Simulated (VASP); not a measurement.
**NaCl (zincblende), GW calculation on PBE orbitals: Ansatz's output and VASP's**

```
Na Cl
1.0
     0.00000    3.08727    3.08727
     3.08727    0.00000    3.08727
     3.08727    3.08727    0.00000
Na Cl
1 1
Cartesian
  0.0000 0.0000 0.0000
  1.5436 1.5436 1.5436
```

Ansatz printed

```
SCF 1 converged in 6 iterations: F = -2569.415692 eV  dr2 = 2.59e-8
  greatest PAW one-centre occupation: 0.999 electrons in one spin orbital (limit 2), on the Na atom at site 0 (counted from 0), in its partial waves of l = 0
NSCF: frozen V_eff on 8 k-points
G₀W₀ screening: q 1/8
G₀W₀ screening: q 2/8 (q-point 5)
G₀W₀ screening: q 3/8 (q-point 6)
G₀W₀ screening: q 4/8 (q-point 2)
G₀W₀ screening: q 5/8 (q-point 4)
G₀W₀ screening: q 6/8 (q-point 8)
G₀W₀ screening: q 7/8 (q-point 3)
G₀W₀ screening: q 8/8 (q-point 7)
G₀W₀ self-energy: k 1/8
G₀W₀ self-energy: k 2/8
G₀W₀ self-energy: k 3/8
G₀W₀ self-energy: k 4/8
G₀W₀ self-energy: k 5/8
G₀W₀ self-energy: k 6/8
G₀W₀ self-energy: k 7/8
G₀W₀ self-energy: k 8/8
NSCF: frozen V_eff on 1 k-points
SCF converged after 6 iterations
Free energy (F): -2569.415692 eV
Harris-Foulkes:  -2569.415692 eV  (|F-HF|=1.59e-8)
Internal energy: -2569.415692 eV  (E = F + TS)
E sigma→0 (E₀):  -2569.415692 eV
Fermi energy:    -1.001430 eV
--- Per-component energies (eV) ---
  E_band       = -263.512027
  E_kinetic    = 282.920575
  E_local      = -1747.190753  (includes V_loc(G=0)·N_el)
  E_nonlocal   = 143.659660
  E_hartree    = 633.483574
  E_xc         = -146.918598
  E_vxc        = -173.120493  (∫ρ·V_xc dr)
  E_paw        = -922.545437  (= ΣΔE_a)
  E_vpaw       = -36.746872  (= ΣTr[D̂ρ^β])
  E_aug_tail   = 0.000056  (compensation charges beyond the density's cutoff)
  E_ewald      = -812.824770
  E_smearing   = -0.000000  (= −TS)
  E_closure    = -0.000000  (closes the sum)
  Σ components = -2569.415692   (vs F -2569.415692, Δ=0.00e0)
--- Band table (eV; the first three rows and the last of 8) ---
  k-point 0: bands = ["-49.6850", "-21.6041", "-21.6041", "-21.6041", "-13.1188", "-1.0014", "-1.0014", "-1.0014", "3.9403", "10.1491", "10.1491", "10.1491"]
  k-point 1: bands = ["-49.6849", "-21.6113", "-21.6049", "-21.6049", "-13.0477", "-1.5951", "-1.0487", "-1.0487", "5.1499", "9.0287", "10.1124", "10.1124"]
  k-point 2: bands = ["-49.6848", "-21.6185", "-21.6057", "-21.6057", "-12.9752", "-2.0594", "-1.0945", "-1.0945", "6.5668", "7.9172", "9.6016", "9.6016"]
  k-point 7: bands = ["-49.6847", "-21.6179", "-21.6098", "-21.6080", "-12.9290", "-1.6798", "-1.6249", "-1.3472", "6.8418", "8.5691", "9.0412", "9.6110"]
--- G₀W₀: contour deformation, 6 samples at zero and on the imaginary axis and 3 off it, 64 q-points, 175 empty bands' worth ---
  eigenvalues of the whole cell's RPA ε∞ on this k-mesh (on a slab, of 1 + 4πα/V) = 1.9734, 1.9734, 1.9734; static W/v taken at q = 0 is 0.506748
  bands read: the sum over 183 bands ends inside a degenerate multiplet in 1 slot, whose members it reads at an even weight; the widest, k=0: bands 182 to 184 (counted from 1) at 2/3 each
  gw.qp_kpoints: band_edges: 8 of 8 stored k-points solved, in 1 pass; an edge of the gap read off the rows below is read off those points alone
    ik  band        ε_KS         Σx   Σc(E_QP)       V_xc       Z   E_QP_lin       E_QP  E_QP is
     0     7     -1.0014   -20.7707     2.3468   -16.2627  0.8002    -3.2298    -3.1626  root
     0     8     -1.0014   -20.7707     2.3468   -16.2627  0.8002    -3.2298    -3.1626  root
     0     9      3.9403    -3.6364    -2.6222    -7.0433  0.8724     4.7297     4.7250  root
     0    10     10.1491    -4.1906    -3.1582    -8.8389  0.8523    11.6657    11.6391  root
     1     7     -1.0487   -20.7346     2.3598   -16.2029  0.8000    -3.2892    -3.2206  root
     1     8     -1.0487   -20.7346     2.3598   -16.2029  0.8000    -3.2892    -3.2206  root
     1     9      5.1499    -4.3696    -2.6955    -7.9490  0.8646     6.0405     6.0339  root
     1    10      9.0287    -3.9352    -3.0305    -8.1926  0.8531    10.2738    10.2556  root
     2     7     -1.0945   -20.7040     2.3736   -16.1477  0.7997    -3.3472    -3.2772  root
     2     8     -1.0945   -20.7040     2.3736   -16.1477  0.7997    -3.3472    -3.2772  root
     2     9      6.5668    -3.6047    -2.8262    -7.4831  0.8668     7.6290     7.6189  root
     2    10      7.9172    -4.5628    -2.9373    -8.4106  0.8435     8.8384     8.8278  root
     3     7     -1.1562   -20.5761     2.3797   -16.0027  0.7998    -3.4213    -3.3499  root
     3     8     -1.1562   -20.5761     2.3797   -16.0027  0.7998    -3.4213    -3.3499  root
     3     9      5.4380    -4.3939    -2.6862    -7.9556  0.8631     6.3203     6.3136  root
     3    10      8.8603    -3.3568    -2.9514    -7.5491  0.8612    10.1171    10.1011  root
     4     7     -1.3850   -20.1643     2.4081   -15.5246  0.7993    -3.6940    -3.6166  root
     4     8     -1.2013   -20.5477     2.3934   -15.9502  0.7995    -3.4782    -3.4053  root
     4     9      6.6786    -3.4617    -2.7080    -7.0385  0.8627     7.5548     7.5475  root
     4    10      8.0075    -3.7600    -2.9033    -7.7503  0.8577     9.1071     9.0946  root
     5     7     -1.4128   -20.1186     2.4130   -15.4695  0.7992    -3.7272    -3.6489  root
     5     8     -1.0964   -20.6964     2.3724   -16.1414  0.7998    -3.3490    -3.2790  root
     5     9      6.5705    -4.4969    -2.8081    -8.2592  0.8570     7.5337     7.5247  root
     5    10      8.2755    -2.9447    -2.8493    -6.7971  0.8607     9.2895     9.2786  root
     6     7     -1.3024   -20.4153     2.4149   -15.7759  0.7992    -3.6027    -3.5269  root
     6     8     -1.3024   -20.4153     2.4149   -15.7759  0.7992    -3.6027    -3.5269  root
     6     9      6.0297    -2.5619    -2.5658    -5.8951  0.8714     6.8022     6.7971  root
     6    10      8.0383    -3.2666    -2.8577    -7.3018  0.8654     9.2289     9.2158  root
     7     7     -1.6249   -19.7629     2.4591   -15.0228  0.7986    -3.9914    -3.9060  root
     7     8     -1.3472   -20.2335     2.4069   -15.5966  0.7997    -3.6539    -3.5772  root
     7     9      6.8418    -2.9288    -2.6380    -6.3663  0.8644     7.6474     7.6413  root
     7    10      8.5691    -3.5849    -2.8921    -7.4811  0.8532     9.5846     9.5732  root
```

The two codes use different PAW datasets and cutoffs. VASP's cell holds 16 valence electrons and Ansatz's 16. Both sum 175 empty bands with a screening cutoff of 120 eV, short of the basis and mesh limit, and the G₀W₀ gap is that of the linearised levels of the first step.

What does VASP give for the same cell and level of theory?

PBE gap on the mesh 4.95 eV; G₀W₀ gap on the mesh 8.01 eV.

From OUTCAR

```
k-points           NKPTS =      8   k-points in BZ     NKDIM =     64   number of bands    NBANDS=    183

   NELECT =      16.0000    total number of electrons

   dimension x,y,z NGX =    28 NGY =   28 NGZ =   28
   dimension x,y,z NGXF=    56 NGYF=   56 NGZF=   56

  energy-cutoff  :      400.00
  volume of cell :       58.85
      direct lattice vectors                 reciprocal lattice vectors
     0.000000000  3.087272825  3.087272825    -0.161955236  0.161955236  0.161955236
     3.087272825  0.000000000  3.087272825     0.161955236 -0.161955236  0.161955236
     3.087272825  3.087272825  0.000000000     0.161955236  0.161955236 -0.161955236

 k-points in reciprocal lattice and weights: KPOINTS created by Atomic Simulation Env
   0.00000000  0.00000000  0.00000000       0.016
   0.25000000  0.00000000  0.00000000       0.125
   0.50000000  0.00000000  0.00000000       0.062
   0.25000000  0.25000000  0.00000000       0.094
   0.50000000  0.25000000  0.00000000       0.375
  -0.25000000  0.25000000  0.00000000       0.188
   0.50000000  0.50000000  0.00000000       0.047
  -0.25000000  0.50000000  0.25000000       0.094

 QP shifts <psi_nk| G(iteration)W_0 |psi_nk>: iteration 1
 for sc-GW calculations column KS-energies equals QP-energies in previous step
 and V_xc(KS)=  KS-energies - (<T + V_ion + V_H > + <T+V_H+V_ion>^1  + <V_x>^1)

 k-point   1 :       0.0000    0.0000    0.0000
  band No.  KS-energies  QP-energies   sigma(KS)   V_xc(KS)     V^pw_x(r,r')   Z            occupation Imag(sigma)

      1     -51.2154     -61.0024     -41.7030     -29.2739     -49.1178       0.7874       2.0000       0.3963
      2     -23.1561     -29.2677     -35.7876     -28.3003     -41.2995       0.8163       2.0000       0.1662
      3     -23.1561     -29.2677     -35.7876     -28.3003     -41.2995       0.8163       2.0000       0.1662
      4     -23.1561     -29.2677     -35.7876     -28.3003     -41.2995       0.8163       2.0000       0.1662
      5     -14.6748     -16.2504     -17.3949     -15.1521     -24.3520       0.7025       2.0000       1.4610
      6      -2.5548      -4.7789     -16.9146     -14.1264     -18.6355       0.7977       2.0000       0.1330
      7      -2.5548      -4.7789     -16.9146     -14.1264     -18.6355       0.7977       2.0000       0.1330
      8      -2.5548      -4.7789     -16.9146     -14.1264     -18.6355       0.7977       2.0000       0.1330
      9       2.3912       3.2341      -5.3320      -6.3032      -2.8560       0.8678       0.0000      -0.1052
     10       8.6037      10.1202      -6.6554      -8.4460      -3.8003       0.8470       0.0000      -0.1403
     11       8.6037      10.1202      -6.6554      -8.4460      -3.8003       0.8470       0.0000      -0.1403
     12       8.6037      10.1202      -6.6554      -8.4460      -3.8003       0.8470       0.0000      -0.1403
     13      10.3270      11.9777      -6.6455      -8.6157      -3.5650       0.8378       0.0000      -0.1699
     14      10.3270      11.9777      -6.6455      -8.6157      -3.5650       0.8378       0.0000      -0.1699
     15      12.8942      13.6857      -4.4177      -5.3527      -1.2635       0.8466       0.0000      -0.3664
     16      12.8942      13.6857      -4.4177      -5.3527      -1.2635       0.8466       0.0000      -0.3664

 ...
```
